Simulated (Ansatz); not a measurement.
## LiF: which shells make which states

```
Li F
1.0
     0.00000    2.01400    2.01400
     2.01400    0.00000    2.01400
     2.01400    2.01400    0.00000
Li F
1 1
Direct
  0.00000 0.00000 0.00000
  0.50000 0.50000 0.50000
```

Atom numbers follow the list: Li1, F2.

Conventional cell: a = 4.028 Å, b = 4.028 Å, c = 4.028 Å, α = 90.00°, β = 90.00°, γ = 90.00°. Li (atom 1) has 6 F at 2.01 Å as nearest neighbours. F (atom 2) has 6 Li at 2.01 Å as nearest neighbours.

The geometry is COD entry 1010990, unchecked; take it as a test cell.

These are results of DFT, LDA, all-electron LAPW, scalar-relativistic (Ansatz 0.2.0), not measurements.

Numerical set-up: a Γ-centred 10×10×10 k mesh, Fermi–Dirac smearing of 0.03 eV, basis error target 1 meV/atom, no spin polarisation.

Weights are projections on a minimal set of Löwdin-orthogonalised atomic shells, summed over atoms of an element; the rest lies outside that basis, and weights on diffuse cation s shells are inflated where empty shells are missing from it. Energies are in eV from the valence-band top.

Points: Γ (0.000, 0.000, 0.000), U (0.625, 0.250, 0.625).

```json
{"state": "Γ, 0.00 eV (×3)", "character": "?"}
{"state": "U, -2.59 eV", "character": "F 2p 97 %"}
{"state": "U, -1.61 eV", "character": "F 2p 97 %"}
{"state": "U, -0.76 eV", "character": "?"}
```

(1) What belongs in the row "U, -0.76 eV", column "character"?

(2) Fill in "character" for the row "Γ, 0.00 eV (×3)".

Results:

(1) F 2p 99 %.

(2) F 2p 100 %.
